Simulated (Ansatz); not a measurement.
## CsH: strain energy, fitted

CsH, Fm-3m, a = 6.102 Å. Ansatz: LDA, PAW, 420 eV, Γ-centred 6×6×6 mesh on 4 atoms, Gaussian smearing 0.02 eV; no spin polarisation. Series: uniaxial strain along c, with a, b and atoms relaxed; x is the strain in per cent. The axes a, b, c are those of the computed cell (4.315, 4.315, 6.102 Å), along [1 1 0], [-1 1 0], [0 0 1] of the cell named above. y is the free energy over the unstrained cell, V0 = 28.404 Å³/atom.

| x (%) | y (meV/atom) |
| --- | --- |
| -6.0 | ? |
| -4.0 | 5.32 |
| -2.0 | 1.17 |
| 0.0 | 0.00 |
| 2.0 | 1.18 |
| 4.0 | 4.23 |
| 6.0 | 8.72 |

Task: Fit y = c2 x² + c3 x³ to the other rows, turn c2 into a modulus, and predict the missing energy.

Result: Least squares on the rows shown. y = 0.2967 x² − 0.008966 x³. In eV per unit strain² c2 is 2.967; this is Young's modulus along the axis (E = ½ Y V0 ε²): 2 × 2.967 × 160.2 / (28.404) = 33 GPa. The unstrained cell keeps some stress along the strain, worth a slope of 0.05 meV/atom per %, which the form leaves out. At x = -6.0 the fit asked for gives 12.62 meV/atom. The run gave 13.17 meV/atom, so the fit is 0.55 meV/atom too low, 4.2 % of the span of the series, against an rms of 0.06 meV/atom on the fitted rows. The row lies outside the fitted range. With a term in x⁴ added, a fit to the same known rows predicts 12.38 meV/atom, further off still.